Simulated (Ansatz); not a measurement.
Runs of Ansatz 0.2.0 on BeTe. Symmetry: F-43m, No. 216, cubic system. Conventional cell: a = 5.540 Å, b = 5.540 Å, c = 5.540 Å, α = 90.00°, β = 90.00°, γ = 90.00°. Around Te (site symmetry -43m) lie 4 Be at 2.40 Å. Around Be (site symmetry -43m) lie 4 Te at 2.40 Å. 

```tsv
task	level	spin	cell	k mesh	smearing	points for each segment of the path	gap on the mesh (eV)	pressure (GPa)	relaxed volume (Å³/atom)
band structure	RPBE	off	as given	8 × 8 × 8	fermi-dirac 0.05 eV	14	1.95	6.0	-
relaxation of cell and atoms	BLYP+D3(BJ)	off	relaxed	8 × 8 × 8	fermi-dirac 0.05 eV	-	2.16	0.0	21.46
Born charges and dielectric tensor	PBEsol	off	as given	8 × 8 × 8	fixed	-	1.75	-	-
relaxation of cell and atoms	RPBE	off	relaxed	8 × 8 × 8	fermi-dirac 0.05 eV	-	2.19	0.0	23.35
Born charges and dielectric tensor	LDA	off	as given	8 × 8 × 8	fixed	-	1.77	-	-
single point	LDA	off	as given	8 × 8 × 8	gaussian 0.02 eV	-	1.77	(b)	-
band structure	revPBE	off	as given	8 × 8 × 8	fermi-dirac 0.05 eV	14	1.93	5.6	-
band structure	PBEsol	SOC, no magnetisation	as given	6 × 6 × 6	fermi-dirac 0.05 eV	14	(a)	2.3	-
relaxation of cell and atoms	BLYP+D4	off	relaxed	8 × 8 × 8	fermi-dirac 0.05 eV	-	2.22	0.0	22.01
```

Alike in all rows: potentials or basis Ansatz PAW; cutoff (eV) 420.

Problem. Estimate the missing entries.

Solution. (a) 1.45; (b) 0.5.

Caveats: the PAW data sets come from PBE, with cores solved anew for the run's functional, which leaves a small shift of forces and pressure; spin-orbit coupling is left out, which moves the levels of the heavy elements (some runs); the plane-wave basis is chosen anew once the cell has moved, so the energies of steps on either side of that aren't comparable (some runs).

A k mesh can miss the band edges, and rows without SOC leave out spin-orbit coupling on Te.

Runs at the PBE level aren't shown here.
